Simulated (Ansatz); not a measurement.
Low-index surfaces of TaC, space group Fm-3m (No. 225). Relaxed bulk:

```yaml
crystal:
  lattice:
    - [0.00000, 2.23763, 2.23763]
    - [2.23763, 0.00000, 2.23763]
    - [2.23763, 2.23763, 0.00000]
  atoms:
    - { symbol: Ta, position: [0.00000, 0.00000, 0.00000] }
    - { symbol: C, position: [0.50000, 0.50000, 0.50000] }
```

Miller indices refer to the conventional cell, a = 4.475 Å, b = 4.475 Å, c = 4.475 Å, α = 90.00°, β = 90.00°, γ = 90.00°.

Theory: DFT PBE, scalar-relativistic, plane waves, PAW in Ansatz. Cutoff 420 eV, Γ-centred meshes, Gaussian smearing of 0.10 eV, no spin polarisation.

All atoms of each slab relax at the bulk's in-plane cell, with a dipole correction; γ is the mean of a slab's two faces. Bonds are neighbours within 10 % of the shortest distances in the bulk.

(1) Order these faces by relaxed surface energy, lowest first.
A. (211), ending in TaC (11 planes)
B. (111), ending in Ta and C (8 planes)
C. (100), ending in TaC (5 planes)
D. (210), ending in TaC (11 planes)

(2) What are the details?

Faces whose slabs rebuild by over 0.8 Å, distort in their middle or lose their symmetry through the k mesh, and polar cuts of insulators, are left out. Of the terminations computed for a plane the cheapest is shown. Bulk energies on two k meshes leave up to 0.04 J/m² open.

The slabs are thin, so differences under about 0.05 J/m² or 0.1 eV aren't settled, and faces are 1×1 cells, without the reconstructions that some real ones have. Spin-orbit coupling is left out, which matters for the bands of heavy elements.

Results:

(1) C (1.56 J/m²), D (2.39 J/m²), A (3.23 J/m²), B (4.05 J/m²).

(2) 
```tsv
face	planes	thickness (Å)	area (Å²)	cut bonds per Å²	γ as cut (J/m²)	γ relaxed (J/m²)
(100), ending in TaC	5	9.0	10.01	0.200	1.95	1.56
(111), ending in Ta and C	8	9.0	8.67	0.346	4.76	4.05
(210), ending in TaC	11	10.0	22.39	0.268	3.10	2.39
(211), ending in TaC	11	9.1	24.53	0.326	4.07	3.23
```

The order follows the density of bonds that each cut crosses: the fewer, the cheaper the face.

The (100) face is cheapest because each surface atom loses only one of its six Ta–C neighbours, whereas the outermost atoms lose two on (210) and three on (211) and (111). These bonds carry much of the cohesion through Ta 5d–C 2p overlap. Surface energy also rises faster than the density of cut bonds, both before and after relaxation, so the count explains the order but not the full spread. Probably each further bond taken from the same atom costs more, and on (111) the separation into all-Ta and all-C ends may add to this, although metallic screening removes the polar divergence expected of an insulator.

Since (100) is also cheapest per cut bond, (210) and (211) would lower their energy by breaking up into (100) facets, edge costs aside. This fits the known (100) cleavage of rocksalt carbides and favours cube-shaped crystals. The value of 4.05 J/m² doesn't rule out a Ta-terminated (111) face under carbon-poor conditions, as that end alone could be much cheaper than its carbon counterpart.
